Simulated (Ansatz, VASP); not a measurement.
Two plane-wave programs on InAs

```
In As
1.0
     0.00000    3.09416    3.09416
     3.09416    0.00000    3.09416
     3.09416    3.09416    0.00000
In As
1 1
Direct
  0.75000 0.75000 0.75000
  0.00000 0.00000 0.00000
```

Alike in both runs: functional PBE; k mesh 16 × 16 × 16; occupations gaussian, width 0.1 eV; no spin polarisation.

Ansatz relaxed the structure, and its values are those at the end. VASP's run is a single point on that final structure, the one shown.

```csv
,VASP,Ansatz
version,VASP 6.6.1,Ansatz 0.2.0
potentials or method,"VASP PAW PBE potentials, release 64 (In_d, As)","scalar-relativistic, plane waves, PAW"
plane-wave cutoff (eV),520,420
valence electrons in the cell,18,28
```

```tsv
	VASP	Ansatz	Ansatz less VASP
gap on the k mesh at the Fermi level (eV)	none	none	-
pressure (GPa)	0.0	0.0	-0.04
```

A gap of «none» marks a metal or a gap that the smearing closes. The two sets of potentials don't hold the same shells in valence.
